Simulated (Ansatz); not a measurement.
# Hg: the cost of one run

Method: DFT PBEsol, scalar-relativistic, plane waves, PAW, in Ansatz 0.2.0.

## (1) The system as given

Symmetry: P6_3/mmc, No. 194, hexagonal system. The conventional cell has a = 3.462 Å, b = 3.462 Å, c = 5.488 Å, α = 90.00°, β = 90.00°, γ = 120.00°. Hg (site symmetry -6m2) is surrounded by 12 Hg at 3.39 to 3.46 Å.

As a file:

```
CELL_PARAMETERS angstrom
3.46181 0.00000 0.00000
-1.73090 2.99802 0.00000
0.00000 0.00000 5.48755
ATOMIC_POSITIONS crystal
Hg 0.66667 0.33333 0.75000
Hg 0.33333 0.66667 0.25000
```

The structure comes from the Materials Project (structure only).

## (2) Random moves and strain, cell strained

What differs from the listed cell: strain xx, yy, zz, yz, xz, xy = -3.8, -3.5, -0.7, +0.1, +0.4, -1.0 %; atoms moved by 0.15 Å root mean square, at most 0.15 Å.

input.yaml reads:

```yaml
crystal:
  lattice:
    - [3.3297762188, -0.0362451469, 0.01509349]
    - [-1.6962773274, 2.9112670955, -0.0032595834]
    - [0.0239257105, 0.007847194, 5.4515499633]
  atoms:
    - { symbol: Hg, position: [0.6864835467, 0.3275861942, 0.7730740567] }
    - { symbol: Hg, position: [0.3135164533, 0.6724138058, 0.2269259433] }
basis:
  ecutwfc: 420
kpoints:
  mp_grid: { grid: [12, 12, 8] }
hamiltonian:
  xc: pbesol
scf:
  occupations: { method: gaussian, width: 0.05 }
output:
  forces: true
  stress: true
  eigenvalues: true
  write_density: true
  write_potential: true
  elf: true
  volumetric_format: npy
```

On the command line:

```bash
$ ansatz run input.yaml --threads 1 --pin off --max-ram 1331MiB --backend cpu --events-out ev --progress --plain --runs-dir out
```

**Question.** How long does this run take on 1 thread of an x86-64 CPU, shared host, and how much memory does it need?

About 66 s, with a peak of 0.72 GiB.
